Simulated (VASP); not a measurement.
Set up this calculation in VASP 6.6.1, as the native input.

- Task: relaxation of cell and atoms
- Functional: PBE
- Potentials or basis: VASP PAW PBE potentials, release 64 (Al)
- Cutoff: 600 eV
- k mesh: 6 × 6 × 6
- Occupations: gaussian, width 0.1 eV
- Spin: no spin polarisation
- Dipole correction: no
- Further INCAR settings: ALGO = Normal; EDIFF = 1e-06; IBRION = 2; EDIFFG = -0.04; NSW = 90; ISIF = 3

The structure of Al lies in POSCAR:

```
Al
1.0
    2.6538481800      0.0000000000      0.0000000000
    0.0000000000      2.6538481800      0.0000000000
    0.0000000000      0.0000000000      2.5008975400
Al
1
Direct
    0.0000000000      0.0000000000      0.5000000000
```

The cell was built by a generator and needn't be a form met in nature.

The cell isn't the ideal one: random cell by space group and Wyckoff sites (P4/mmm, No. 123).

The input as run:

INCAR

```
SYSTEM = Al
PREC = Accurate
ENCUT = 600
EDIFF = 1E-6
ISMEAR = 0
SIGMA = 0.1
LREAL = .False.
LASPH = .True.
NELM = 100
ALGO = Normal
ISIF = 3
LWAVE = .False.
LCHARG = .False.
GGA = PE
IBRION = 2
NSW = 90
EDIFFG = -0.04
```

KPOINTS

```
regular mesh
0
Gamma
  6 6 6
  0 0 0
```

Potentials or basis: VASP PAW PBE potentials, release 64 (Al).

The run is started by

```bash
$ cat potpaw_PBE.64/Al/POTCAR > POTCAR
$ mpirun -np 1 vasp_std > vasp.out
```

It gave:

```
Relaxed volume                         : 20.65 Å³/atom
Relaxed cell                           : a = 2.836 Å, b = 2.836 Å, c = 2.567 Å, α = 90.00°, β = 90.00°, γ = 90.00°
Space group after relaxing (to 0.05 Å) : P4/mmm (No. 123)
Energy gained by relaxing              : 95.6 meV/atom
Ionic steps                            : 6
Pressure after relaxing                : -0.2 GPa
Band gap on the k mesh                 : none (metal or under the smearing width)
```

Caveat: the k mesh is coarse (spacing up to 0.42 Å⁻¹), so the values aren't converged; the volume moved by over 15 % at a fixed basis, so the end points are rough.

It took 5.6 s on 1 thread of Intel(R) Xeon(R) Platinum 8488C (Sapphire Rapids), with other jobs on the host, peak memory 0.12 GiB.
